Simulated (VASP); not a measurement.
# Ca: relaxation of cell and atoms with r2SCAN+D4

The system is Ca.

```
CELL_PARAMETERS angstrom
3.48866 0.00000 0.00000
0.00000 3.48866 0.00000
0.00000 0.00000 3.48866
ATOMIC_POSITIONS crystal
Ca 0.00000 0.00000 0.00000
```

This isn't the form of Ca at room conditions, which is fcc.

```yaml
Program: VASP 6.6.1
Task: relaxation of cell and atoms
Functional: r2SCAN
Dispersion: D4
Potentials_or_basis: VASP PAW PBE potentials, release 64 (Ca_sv)
Cutoff: 600 eV
k_mesh: 8 × 8 × 8
Occupations: methfessel-paxton, width 0.1 eV
Spin: no spin polarisation
Further_INCAR_settings: ALGO = Normal; EDIFF = 1e-06; IBRION = 2; EDIFFG = -0.01; NSW = 60; ISIF = 3
```

| Item | Value |
| --- | --- |
| Relaxed volume | 41.92 Å³/atom |
| Relaxed cell | a = 3.474 Å, b = 3.474 Å, c = 3.474 Å, α = 90.00°, β = 90.00°, γ = 90.00° |
| Space group after relaxing (to 0.05 Å) | Pm-3m (No. 221) |
| Energy gained by relaxing | 0.3 meV/atom |
| Ionic steps | 3 |
| Pressure after relaxing | 0.0 GPa |
| Band gap on the k mesh | none (metal or under the smearing width) |
| Dispersion energy per atom | -0.056 eV |

Step by step:
| step | energy change (eV) | largest force (eV/Å) | pressure (GPa) | volume (Å³) |
| --- | --- | --- | --- | --- |
| 1 | 0.0000 | 0.0000 | -0.20 | 42.46 |
| 2 | -0.0003 | 0.0000 | -0.08 | 42.13 |
| 3 | -0.0003 | 0.0000 | -0.01 | 41.92 |

Final structure:
```xyz
1
Lattice="3.4737 0.0000 0.0000 0.0000 3.4737 0.0000 0.0000 0.0000 3.4737" Properties=species:S:1:pos:R:3 pbc="T T T"
Ca    0.0000    0.0000    0.0000
```

Levels at points of the mesh, in eV from the Fermi level:
```
           k point  band 1  band 2  band 3  band 4  band 5  band 6  band 7  band 8  band 9
(0.00, 0.00, 0.00)  -43.99  -24.00  -24.00  -24.00   -4.13    1.08    1.08    4.55    4.55
(0.50, 0.00, 0.00)  -43.97  -24.23  -23.97  -23.97   -1.10   -0.67    1.65    3.22    3.22
(0.50, 0.50, 0.00)  -43.95  -24.20  -24.20  -23.95   -0.46    1.26    2.54    2.54    3.55
(0.50, 0.50, 0.50)  -43.93  -24.17  -24.17  -24.17    0.76    0.76    0.76    5.32    5.32
```

It took 120 s on 1 thread of Intel(R) Xeon(R) Platinum 8375C CPU @ 2.90GHz (Ice Lake), with other jobs on the host, peak memory 0.17 GiB.

Caveat: the PAW data sets were made with another functional, which shifts forces and pressure a little; pairwise dispersion overbinds metals, which lowers pressure and volume.
